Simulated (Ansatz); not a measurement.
# TiO under changes of volume

One of the cells (12.880 Å³/atom); the others are scaled copies at fixed shape and fractional positions:

```
CELL_PARAMETERS angstrom
3.03100 0.00000 0.00000
-1.51550 2.62492 0.00000
0.00000 0.00000 3.23770
ATOMIC_POSITIONS crystal
Ti 0.66667 0.33333 0.00000
O 0.00000 0.00000 0.50000
```

```yaml
Program: Ansatz 0.2.0
Functional: PBE0
Potentials_or_basis: Ansatz PAW
Cutoff: "420 eV (not typed: the program's choice for these potentials)"
k_mesh: 6 × 6 × 6
Occupations: fermi-dirac, width 0.05 eV
Spin: no spin polarisation
```

```csv
volume (Å³/atom),energy over the lowest point (meV/atom),pressure (GPa),gap on the mesh (eV)
12.107,0.00,-38.6,1.10
12.365,?,?,?
12.622,128.61,-41.2,1.13
12.880,195.55,-42.1,1.14
13.137,263.98,-42.9,1.15
13.395,333.54,-43.6,1.16
13.653,404.04,-44.1,1.17
```

**Question.** What does the run at 12.365 Å³/atom give?

**Answer.** Energy over the lowest point 63.32 meV/atom; pressure -40.0 GPa; gap on the mesh 1.11 eV.

Worked out: A Birch-Murnaghan fit of order 3 (a polynomial in V^(-2/3)) to the other rows has no minimum within the range. It gives 63.38 meV/atom at 12.365 Å³/atom, against the run's 63.32, and -dE/dV = -40.0 GPa, against -40.0. A straight line through the other rows of the gap, of slope 0.572 eV per unit of ln V (its deformation potential), gives 1.11 eV, against the run's 1.11.

Energies are extrapolated to zero smearing.

Caveats: the PAW data sets come from PBE, with cores solved anew for the run's functional, which leaves a small shift of forces and pressure; the thresholds are loose for stress.

A mesh can miss the band edges.
